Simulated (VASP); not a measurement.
**A VASP 6.6.1 single-point calculation on CaO**

INCAR

```
NSW = 0
LASPH = .TRUE.
NELM = 85
GGA = XX
ISIF = 2
EDIFF = 1E-7
LWAVE = .FALSE.
PREC = Accurate
SIGMA = 0.02
ISMEAR = -1
LCHARG = .FALSE.
NBANDS = 15
IBRION = -1
LREAL = .FALSE.
ENCUT = 520
```

KPOINTS

```
KPOINTS created by Atomic Simulation Environment
0
Gamma
10 10 10
0 0 0
```

POSCAR

```
Ca O
 1.0000000000000000
    -0.0755630935000000    2.3939135200999999    2.3939135200999999
     2.3939135200999999   -0.0755630935000000    2.3939135200999999
     2.3939135200999999    2.3939135200999999   -0.0755630935000000
 Ca  O
   1   1
Cartesian
  0.0000000000000000  0.0000000000000000  0.0000000000000000
  2.3561319733500001  2.3561319733500001  2.3561319733500001
```

The recommended PBE PAW datasets give the neutral cell 16 valence electrons.

Command

```
mpirun -np 1 vasp_std
```

Standard output (part)

```
POSCAR found type information on POSCAR CaO
 POSCAR found :  2 types and       2 ions
|     EEEEEEE  RRRRRR   RRRRRR   OOOOOOO  RRRRRR      ###     ###     ###     |
|     E        R     R  R     R  O     O  R     R     ###     ###     ###     |
|     E        R     R  R     R  O     O  R     R     ###     ###     ###     |
|     EEEEE    RRRRRR   RRRRRR   O     O  RRRRRR       #       #       #      |
|     E        R    R   R    R   O     O  R    R      ###     ###     ###     |
|     EEEEEEE  R     R  R     R  OOOOOOO  R     R     ###     ###     ###     |
|     Error: One of the selected functionals does not exist.                  |
|       ---->  I REFUSE TO CONTINUE WITH THIS SICK JOB ... BYE!!! <----       |
```

VASP stopped before the first electronic step.

Question: Find the fault in these files.

Answer: Unknown functional word. VASP stopped before the first electronic step.
